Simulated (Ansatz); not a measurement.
## An added N started as a split pair with a N atom in zincblende AlN, 65 atoms, charge 0

All numbers come from Ansatz (PAW, plane waves, no spin–orbit coupling) at the single k point (¼, ¼, ¼) without its symmetry partners. The atoms were relaxed with PBEsol in a fixed cell; other functionals are single points on those atoms unless said otherwise. The valence top and gap of the host come from its small cell on a dense mesh, with the band extrema sought between the mesh points, lined up by the mean potential, PBEsol gap 3.19 eV, HSE06 gap 4.55 eV.

Cell: a = 8.755 Å, b = 8.755 Å, c = 8.755 Å, α = 90.00°, β = 90.00°, γ = 90.00°.

Nearest atoms after relaxation, from the placed atom (for vacancies from the middle of the vacant sites): N at 1.35 Å, Al at 1.79 Å, Al at 2.00 Å, Al at 2.02 Å, N at 2.57 Å, N at 2.74 Å, N at 2.75 Å, Al at 2.84 Å.

Chemical potentials μ are those of reference phases of the elements at zero temperature by the same functional (the usual solids, diamond for C, grey Sn, and the molecules H2, N2, O2, F2, Cl2, Br2 and S8).

```csv
functional,E(defect) − E(host) − Σ nμ + q·E_VBM (eV),monopole (eV),alignment (eV),formation energy at E_F = VBM (eV),moment (μB),"wall time, shared host"
PBEsol,4.80,0.00,0.00,4.80,1.0,87 s on 7 threads of Neoverse-V2 (relaxation)
HSE06,5.22,0.00,0.00,5.22,1.0,4.3 min on 7 threads of Neoverse-V2
```

HSE06 one-electron levels near the gap (the ten most localised at most), from the host's valence top:

```csv
level (eV),spin,filling,atoms sharing it,element of the atom with most weight
-0.28,up,1.00,26.8,spread
-0.26,down,1.00,29.8,spread
-0.25,up,1.00,30.4,spread
-0.24,down,1.00,30.7,spread
-0.19,up,1.00,27.3,spread
-0.14,down,1.00,25.1,spread
0.84,up,1.00,5.2,N
1.34,up,1.00,4.8,N
1.61,down,1.00,4.8,N
3.65,down,0.00,4.0,N
```

All elements are taken at their own reference at once; growth conditions in equilibrium with the host shift these energies, by up to the host's formation enthalpy.

One k point and a cell of this size can leave errors of several tenths of an eV in such numbers.
